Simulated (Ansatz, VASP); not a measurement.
## Two plane-wave programs on CaB2

Contents of INCAR:

```
  ALGO = Normal
  EDIFF = 1E-6
  ENCUT = 520
  ISIF = 2
  ISMEAR = -1
  LASPH = T
  LCHARG = F
  LMIXTAU = T
  LREAL = F
  LWAVE = F
  METAGGA = R2SCAN
  NELM = 60
  PREC = Accurate
  SIGMA = 0.05
```

File KPOINTS:

```
k-points
0
Gamma
  9 9 7
```

Contents of POSCAR:

```
CaB2
1.0
    3.2264302843      0.0000000000      0.0000000000
   -1.6132151421      2.7941705897      0.0000000000
    0.0000000000      0.0000000000      4.0673920000
Ca B
1 2
Direct
    0.0000000000      0.0000000000      0.0000000000
    0.6666666667      0.3333333333      0.5000000000
    0.3333333333      0.6666666667      0.5000000000
```

KPOINTS_OPT

```
path GMKGALHA,LM,KH
10
line-mode
reciprocal
 0.0000000000  0.0000000000  0.0000000000  G
 0.5000000000  0.0000000000  0.0000000000  M

 0.5000000000  0.0000000000  0.0000000000  M
 0.3333333333  0.3333333333  0.0000000000  K

 0.3333333333  0.3333333333  0.0000000000  K
 0.0000000000  0.0000000000  0.0000000000  G

 0.0000000000  0.0000000000  0.0000000000  G
 0.0000000000  0.0000000000  0.5000000000  A

 0.0000000000  0.0000000000  0.5000000000  A
 0.5000000000  0.0000000000  0.5000000000  L

 0.5000000000  0.0000000000  0.5000000000  L
 0.3333333333  0.3333333333  0.5000000000  H

 0.3333333333  0.3333333333  0.5000000000  H
 0.0000000000  0.0000000000  0.5000000000  A

 0.5000000000  0.0000000000  0.5000000000  L
 0.5000000000  0.0000000000  0.0000000000  M

 0.3333333333  0.3333333333  0.0000000000  K
 0.3333333333  0.3333333333  0.5000000000  H
```

File input.yaml:

```yaml
crystal:
  lattice:
    - [3.2264302843, 0.0, 0.0]
    - [-1.6132151421, 2.7941705897, 0.0]
    - [0.0, 0.0, 4.067392]
  atoms:
    - { symbol: Ca, position: [0.0, 0.0, 0.0] }
    - { symbol: B, position: [0.6666666667, 0.3333333333, 0.5] }
    - { symbol: B, position: [0.3333333333, 0.6666666667, 0.5] }
hamiltonian:
  xc: r2scan
  pseudopotentials: { kind: paw }
kpoints:
  mp_grid: { grid: [9, 9, 7] }
  band_path:
    path:
      - [[0.0, 0.0, 0.0], [0.5, 0.0, 0.0], [0.3333333333, 0.3333333333, 0.0], [0.0, 0.0, 0.0], [0.0, 0.0, 0.5], [0.5, 0.0, 0.5], [0.3333333333, 0.3333333333, 0.5], [0.0, 0.0, 0.5]]
      - [[0.5, 0.0, 0.5], [0.5, 0.0, 0.0]]
      - [[0.3333333333, 0.3333333333, 0.0], [0.3333333333, 0.3333333333, 0.5]]
    npoints: 14
scf:
  occupations: { method: fermi_dirac, width: 0.05 }
  n_extra_bands: 7
output:
  forces: true
  stress: true
  eigenvalues: true
  fatbands: false
```

The cell comes from a database or a generator and needn't be the stable form of this composition.

Alike in both runs: task band structure; functional r2SCAN; k mesh 9 × 9 × 7; occupations fermi-dirac, width 0.05 eV; no spin polarisation.

|  | VASP | Ansatz |
| --- | --- | --- |
| version | VASP 6.6.1 | Ansatz 0.2.0 |
| potentials or method | VASP PAW PBE potentials, release 64 (Ca_sv, B) | Ansatz PAW |
| plane-wave cutoff (eV) | 520 | 500 |
| valence electrons in the cell | 16 | 16 |

```csv
,VASP,Ansatz,Ansatz less VASP
gap on the k mesh at the Fermi level (eV),none,none,-
pressure (GPa),0.2,-0.4,-0.56
largest component of the traceless stress (GPa),0.77,0.51,-0.260
```

A gap of «none» marks a metal or a gap that the smearing closes. The functional is the same, so the differences come from potentials, cutoffs and numerics.

Caveats: the PAW data sets were made with another functional, which shifts forces and pressure a little (VASP); the PAW data sets come from PBE, with cores solved anew for the run's functional, which leaves a small shift of forces and pressure (Ansatz).
